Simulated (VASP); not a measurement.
# Pd (Fm-3m) in VASP: single point with HSE06

Aim: the single point of Pd with HSE06.

All numbers are computed with VASP 6.6.1; they aren't measurements. Logs are shortened: lines on timing, memory, paths and dates and some standing lists are left out, and cuts for length are marked.

## 1. The crystal as given

Symmetry: Fm-3m, No. 225, cubic system. The conventional cell has a = 3.872 Å, b = 3.872 Å, c = 3.872 Å, α = 90.00°, β = 90.00°, γ = 90.00°. Pd (site symmetry m-3m) has 12 Pd at 2.74 Å as nearest neighbours.

## 2. Single point, HSE06

POSCAR reads:

```
Pd
1.0
    0.0000000000      1.9362400000      1.9362400000
    1.9362400000      0.0000000000      1.9362400000
    1.9362400000      1.9362400000      0.0000000000
Pd
1
Direct
    0.0000000000      1.0000000000      1.0000000000
```

INCAR.step1 reads:

```
SYSTEM = Pd
ALGO = Normal
EDIFF = 1E-5
ENCUT = 520
GGA = PE
ISIF = 2
ISMEAR = 0
LASPH = .True.
LCHARG = .False.
LREAL = .False.
LWAVE = .True.
NBANDS = 11
NELM = 80
PREC = Accurate
SIGMA = 0.1
```

INCAR.step2 reads:

```
SYSTEM = Pd
ALGO = Normal
EDIFF = 1E-6
ENCUT = 520
GGA = PE
HFSCREEN = 0.2
ISIF = 2
ISMEAR = 0
ISTART = 1
LASPH = .True.
LCHARG = .False.
LHFCALC = .True.
LREAL = .False.
LWAVE = .False.
NBANDS = 11
NELM = 80
PREC = Accurate
PRECFOCK = Fast
SIGMA = 0.1
```

KPOINTS reads:

```
k-points
0
Gamma
  8 8 8
  0 0 0
```

Potentials or basis: VASP PAW PBE potentials, release 64 (Pd).

The run is started by

```bash
> cat potpaw_PBE.64/Pd/POTCAR > POTCAR
> cp INCAR.step1 INCAR
> mpirun -np 1 vasp_std > vasp.out
> cp INCAR.step2 INCAR
> mpirun -np 1 vasp_std > vasp.out
```

OUTCAR:

```text
SYSTEM = Pd
   EDIFF = 1E-6
   ENCUT = 520
   GGA = PE
   HFSCREEN = 0.2
   ISIF = 2
   ISMEAR = 0
   ISTART = 1
   LASPH = .True.
   LHFCALC = .True.
   LREAL = .False.
   NELM = 80
   PREC = Accurate
   PRECFOCK = Fast

 ion  position               nearest neighbor table
   1  0.000  0.000  0.000-

  LATTYP: Found a face centered cubic cell.
 ALAT       =     3.8724800000

  Lattice vectors:

 A1 = (   0.0000000000,   1.9362400000,   1.9362400000)
 A2 = (   1.9362400000,   0.0000000000,   1.9362400000)
 A3 = (   1.9362400000,   1.9362400000,   0.0000000000)

Analysis of symmetry for initial positions (statically):
=====================================================================
 Subroutine PRICEL returns:
 Original cell was already a primitive cell.

 Routine SETGRP: Setting up the symmetry group for a
 face centered cubic supercell.

 Subroutine GETGRP returns: Found 48 space group operations
 (whereof 48 operations were pure point group operations)
 out of a pool of 48 trial point group operations.

The static configuration has the point symmetry O_h .

Analysis of symmetry for dynamics (positions and initial velocities):
=====================================================================
 Subroutine PRICEL returns:
 Original cell was already a primitive cell.

 Routine SETGRP: Setting up the symmetry group for a
 face centered cubic supercell.

 Subroutine GETGRP returns: Found 48 space group operations
 (whereof 48 operations were pure point group operations)
 out of a pool of 48 trial point group operations.

The dynamic configuration has the point symmetry O_h .

 Subroutine INISYM returns: Found 48 space group operations
 (whereof 48 operations are pure point group operations),
 and found     1 'primitive' translations

----------------------------------------------------------------------------------------

                                     Primitive cell

  volume of cell :      14.5180

  direct lattice vectors                    reciprocal lattice vectors
     0.000000000  1.936240000  1.936240000    -0.258232451  0.258232451  0.258232451
     1.936240000  0.000000000  1.936240000     0.258232451 -0.258232451  0.258232451
     1.936240000  1.936240000  0.000000000     0.258232451  0.258232451 -0.258232451

  length of vectors
     2.738256868  2.738256868  2.738256868     0.447271724  0.447271724  0.447271724

  position of ions in fractional coordinates (direct lattice)
     0.000000000  0.000000000  0.000000000

  ion indices of the primitive-cell ions
   primitive index   ion index
                 1           1

----------------------------------------------------------------------------------------

 KPOINTS: k-points

Automatic generation of k-mesh.
 Grid dimensions read from file:
 generate k-points for:    8    8    8

 Generating k-lattice:

  Cartesian coordinates                     Fractional coordinates (reciprocal lattice)
    -0.032279056  0.032279056  0.032279056     0.125000000  0.000000000  0.000000000
     0.032279056 -0.032279056  0.032279056     0.000000000  0.125000000  0.000000000
     0.032279056  0.032279056 -0.032279056     0.000000000  0.000000000  0.125000000

  Length of vectors
     0.055908966  0.055908966  0.055908966

  Shift w.r.t. Gamma in fractional coordinates (k-lattice)
     0.000000000  0.000000000  0.000000000

 Subroutine IBZKPT returns following result:
 ===========================================

 Found     29 irreducible k-points:

 Following reciprocal coordinates:
            Coordinates               Weight
  0.000000  0.000000  0.000000      1.000000
  0.125000  0.000000  0.000000      8.000000
  0.250000  0.000000  0.000000      8.000000
  0.375000  0.000000  0.000000      8.000000
  0.500000  0.000000  0.000000      4.000000
  0.125000  0.125000  0.000000      6.000000
[... 16 lines left out ...]
  0.500000  0.250000  0.125000     48.000000
 -0.375000  0.250000  0.125000     24.000000
 [... further k-points ...]
   k-points           NKPTS =     29   k-points in BZ     NKDIM =    512   number of bands    NBANDS=     11
   number of dos      NEDOS =    301   number of ions     NIONS =      1
   total plane-waves  NPLWV =   8000
   dimension x,y,z NGX =    20 NGY =   20 NGZ =   20
   dimension x,y,z NGXF=    40 NGYF=   40 NGZF=   40
   ions per type =               1
   NGX,Y,Z   is equivalent  to a cutoff of  12.14, 12.14, 12.14 a.u.
   NGXF,Y,Z  is equivalent  to a cutoff of  24.28, 24.28, 24.28 a.u.
 SYSTEM =  Pd
   PREC   = accura    normal or accurate (medium, high low for compatibility)
   ISTART =      1    job   : 0-new  1-cont  2-samecut
   ICHARG =      0    charge: 1-file 2-atom 10-const
   ISPIN  =      1    spin polarized calculation?
   LNONCOLLINEAR =      F non collinear calculations
   LSORBIT =      F    spin-orbit coupling
   LASPH  =      T    aspherical Exc in radial PAW
   ENCUT  =  520.0 eV  38.22 Ry    6.18 a.u.   5.09  5.09  5.09*2*pi/ulx,y,z
   NELM   =     80;   NELMIN=  2; NELMDL=  0     # of ELM steps
   EDIFF  = 0.1E-05   stopping-criterion for ELM
   LREAL  =      F    real-space projection
   EDIFFG = 0.1E-04   stopping-criterion for IOM
   NSW    =      0    number of steps for IOM
   IBRION =     -1    ionic relax: 0-MD 1-quasi-New 2-CG
   NFREE  =      0    steps in history (QN), initial steepest desc. (CG)
   ISIF   =      2    stress and relaxation
   ISYM   =      3    0-nonsym 1-usesym 2-fastsym
   POTIM  = 0.5000    time-step for ionic-motion
   TEBEG  =    0.0;   TEEND  =   0.0 temperature during run
   PSTRESS=    0.0 pullay stress
   NELECT =      10.0000    total number of electrons
   NUPDOWN=      -1.0000    fix difference up-down
   EMIN   =  10.00;   EMAX   =-10.00  energy-range for DOS
   EFERMI =   0.00;   METHOD = LEGACY
   ISMEAR =     0;   SIGMA  =   0.10  broadening in eV -4-tet -1-fermi 0-gaus
   EFERMI_NEDOS =   21; number of points for ismear=-14 and -15
   IALGO  =     38    algorithm
   IMIX   =      1    mixing-type and parameters
     AMIX     =   0.40;   BMIX     =  1.00
     AMIX_MAG =   1.60;   BMIX_MAG =  1.00
  volume/ion in A,a.u.               =      14.52        97.97
  Fermi-wavevector in a.u.,A,eV,Ry     =   1.445791  2.732150 28.440433  2.090313
  Thomas-Fermi vector in A             =   2.563933
   LORBIT       =      0    0 simple, 1 ext, 2 COOP (PROOUT), +10 PAW based schemes
   GGA     = PE    functional components
   LHFCALC =     T    Hartree Fock is set to
   PRECFOCK=fast      Normal, Fast or Accurate (Low or Medium for compatibility)
   ENCUT4O =  -1.0   cutoff for four orbital integrals eV
   NKREDX  =     1    reduce k-point grid by
   NKREDY  =     1    reduce k-point grid by
   NKREDZ  =     1    reduce k-point grid by
   AEXX    =    0.2500 exact exchange contribution
   HFSCREEN=    0.2000 screening length (either q_TF or 0.3 A-1)
   HFSCREENC=   0.2000 screening length for correlation (either q_TF or 0.3 A-1)
   ENCUTFOCK=  -1.0 apply spherical cutoff to Coloumb kernel
   IVDW    =     0    specifies the selected vdW correction
   LEPSILON=     F    determine dielectric tensor
   LRPA    =     F    only Hartree local field effects (RPA)
 non-spin polarized calculation
 Gauss-broadening in eV      SIGMA  =   0.10
  energy-cutoff  :      520.00
  volume of cell :       14.52
 maximum number of plane-waves:       399
  NGX = 12; NGY = 12; NGZ = 12

 number of electron      10.0000002 magnetization

 Free energy of the ion-electron system (eV)
  ---------------------------------------------------
  ext. energy  EPLUGINS =         0.00000000
  ---------------------------------------------------
  free energy    TOTEN  =        -5.99076256 eV

  energy without entropy =       -5.98298762  energy(sigma->0) =       -5.98687509

 E-fermi :   9.3893     XC(G=0): -10.7710

 val. band max:        9.3748543029   @ k =  -0.3750   0.3750   0.1250
 cond. band min:       9.5272103778   @ k =   0.5000   0.3750   0.0000
 fundamental gap:      0.1523560749
 Fermi energy:         9.3892553209

 k-point     1 :       0.0000    0.0000    0.0000
  band No.  band energies     occupation
      1       1.7635      2.00000
      2       5.9613      2.00000
      3       5.9613      2.00000
      4       5.9613      2.00000
      5       7.6054      2.00000
      6       7.6054      2.00000
      7      28.1206      0.00000
      8      33.1867      0.00000
      9      33.1867      0.00000
     10      33.1867      0.00000
     11      38.3540      0.00000

 k-point     2 :       0.1250    0.0000    0.0000
  band No.  band energies     occupation
      1       2.3907      2.00000
      2       5.7999      2.00000
      3       6.1592      2.00000
      4       6.1592      2.00000
      5       7.5520      2.00000
      6       7.5520      2.00000
      7      28.6459      0.00000
      8      30.3815      0.00000
      9      33.8742      0.00000
     10      33.8742      0.00000
     11      38.7835      0.00000

 k-point     3 :       0.2500    0.0000    0.0000
  band No.  band energies     occupation
      1       3.4806      2.00000
      2       6.2359      2.00000
      3       6.2359      2.00000
      4       6.2437      2.00000
      5       7.9146      2.00000
      6       7.9146      2.00000
      7      25.6751      0.00000
      8      29.2477      0.00000
      9      35.1627      0.00000
     10      35.1627      0.00000
     11      37.3608      0.00000

 k-point     4 :       0.3750    0.0000    0.0000
  band No.  band energies     occupation
      1       3.4710      2.00000
      2       5.9517      2.00000
      3       5.9517      2.00000
      4       8.7733      2.00000
      5       8.7733      2.00000
      6       8.8325      2.00000
      7      21.0347      0.00000
      8      28.0206      0.00000
      9      33.6240      0.00000
     10      33.6240      0.00000
     11      38.2896      0.00000

 k-point     5 :       0.5000    0.0000    0.0000
  band No.  band energies     occupation
      1       3.3255      2.00000
      2       5.8058      2.00000
      3       5.8059      2.00000
      4       9.2031      1.99151
      5       9.2031      1.99151
      6      10.9580      0.00000
      7      18.2779      0.00000
      8      27.4163      0.00000
      9      32.5092      0.00000
     10      32.5092      0.00000
     11      38.9858      0.00000
[... 211 lines left out ...]
 k-point    21 :       0.5000    0.5000    0.0000
  band No.  band energies     occupation
      1       3.0351      2.00000
      2       3.4125      2.00000
      3       8.9528      2.00000
      4       9.7644      0.00000
      5       9.7644      0.00000
      6      13.6161      0.00000
      7      21.8988      0.00000
      8      24.2028      0.00000
      9      24.2028      0.00000
     10      33.1203      0.00000
     11      33.2420      0.00000

 k-point    22 :       0.3750    0.2500    0.1250
  band No.  band energies     occupation
      1       4.5151      2.00000
      2       4.8415      2.00000
      3       5.9808      2.00000
      4       7.4852      2.00000
      5       7.5943      2.00000
      6       9.8288      0.00000
      7      26.2017      0.00000
      8      27.1456      0.00000
      9      30.6019      0.00000
     10      33.2731      0.00000
     11      37.4886      0.00000

 k-point    23 :       0.5000    0.2500    0.1250
  band No.  band energies     occupation
      1       4.4232      2.00000
      2       5.2280      2.00000
      3       5.8808      2.00000
      4       7.1596      2.00000
      5       8.6447      2.00000
      6      12.6149      0.00000
      7      21.7400      0.00000
      8      26.3145      0.00000
      9      28.5381      0.00000
     10      33.5034      0.00000
     11      37.3094      0.00000

 k-point    24 :      -0.3750    0.2500    0.1250
  band No.  band energies     occupation
      1       4.3531      2.00000
      2       4.9867      2.00000
      3       6.5141      2.00000
      4       6.8530      2.00000
      5       9.0770      1.99999
      6      15.2522      0.00000
      7      18.2939      0.00000
      8      26.7413      0.00000
      9      27.2681      0.00000
     10      32.4922      0.00000
     11      38.4349      0.00000

 [... further k-points ...]
[... 5 lines left out ...]
  --------------------------------------------------------------------------------------
  -------------------------------------------------------------------------------------
  Total        0.5545311      0.5545311      0.5545311     -0.0000000      0.0000000     -0.0000000
  in kB       61.1968285     61.1968285     61.1968285     -0.0000000      0.0000000     -0.0000000
  external PRESSURE =      61.1968285 kB  Pullay stress =       0.0000000 kB

 VOLUME and BASIS-vectors are now :
 -----------------------------------------------------------------------------
  energy-cutoff  :      520.00
  volume of cell :       14.52
      direct lattice vectors                 reciprocal lattice vectors
     0.000000000  1.936240000  1.936240000    -0.258232451  0.258232451  0.258232451
     1.936240000  0.000000000  1.936240000     0.258232451 -0.258232451  0.258232451
     1.936240000  1.936240000  0.000000000     0.258232451  0.258232451 -0.258232451

 POSITION                                       TOTAL-FORCE (eV/Angst)
 -----------------------------------------------------------------------------------
      0.00000      0.00000      0.00000        -0.000000      0.000000     -0.000000
 -----------------------------------------------------------------------------------
    total drift:                               -0.000004     -0.000007     -0.000007

  FREE ENERGIE OF THE ION-ELECTRON SYSTEM (eV)
  ---------------------------------------------------
  free  energy   TOTEN  =        -5.9907625600 eV

  energy  without entropy=       -5.9829876211  energy(sigma->0) =       -5.98687509
```

Wall time 9.5 min (1 thread of AMD EPYC 9R45 (Zen 5), shared host); peak memory 0.21 GiB.

What came out:

```yaml
Free_energy: -5.9908 eV
Pressure: 6.1 GPa
Band_gap_on_the_k_mesh: none (metal or under the smearing width)
```

Caveat: the PAW data sets were made with another functional, which shifts forces and pressure a little.
